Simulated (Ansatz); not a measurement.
**A N vacancy in wurtzite BN, 95 atoms, charge +3**

All numbers come from Ansatz (PAW, plane waves, no spin–orbit coupling) at the single k point (¼, ¼, ¼) without its symmetry partners. The atoms were relaxed with PBEsol in a fixed cell; other functionals are single points on those atoms unless said otherwise. The valence top and gap of the host come from its small cell on a dense mesh, with the band extrema sought between the mesh points, lined up by the mean potential, PBEsol gap 4.96 eV, HSE06 gap 6.52 eV. The charge correction uses an assumed dielectric constant of 7.

Cell: a = 7.623 Å, b = 8.802 Å, c = 8.407 Å, α = 90.00°, β = 90.00°, γ = 90.00°.

Nearest atoms after relaxation, from the placed atom (for vacancies from the middle of the vacant sites): B at 1.91 Å, B at 1.91 Å, B at 1.92 Å, B at 1.98 Å, N at 2.51 Å, N at 2.51 Å, N at 2.52 Å, N at 2.52 Å.

Chemical potentials μ are those of reference phases of the elements at zero temperature by the same functional (the usual solids, diamond for C, grey Sn, and the molecules H2, N2, O2, F2, Cl2, Br2 and S8).

```csv
functional,E(defect) − E(host) − Σ nμ + q·E_VBM (eV),monopole (eV),alignment (eV),formation energy at E_F = VBM (eV),moment (μB),"wall time, shared host"
PBEsol,3.58,3.16,-1.11,5.63,0 (no spin),26 s (relaxation)
```

Q: Estimate the formation energy and moment that HSE06 gives on these atoms.

A: 3.12 eV at E_F = VBM (1.01 eV before the monopole term 3.16 eV and the alignment -1.05 eV), moment 0 (no spin).

HSE06 one-electron levels near the gap (the ten most localised at most), from the host's valence top, not corrected for the charge's images:

```
level (eV)  spin  filling  atoms sharing it  element of the atom with most weight
     -0.24  both     2.00              57.2                                spread
      2.98  both     0.00              11.5                                     B
      5.55  both     0.00              10.3                                     B
      5.81  both     0.00               9.6                                     B
      5.86  both     0.00              10.1                                     B
```

All elements are taken at their own reference at once; growth conditions in equilibrium with the host shift these energies, by up to the host's formation enthalpy.

One k point and a cell of this size can leave errors of several tenths of an eV in such numbers.
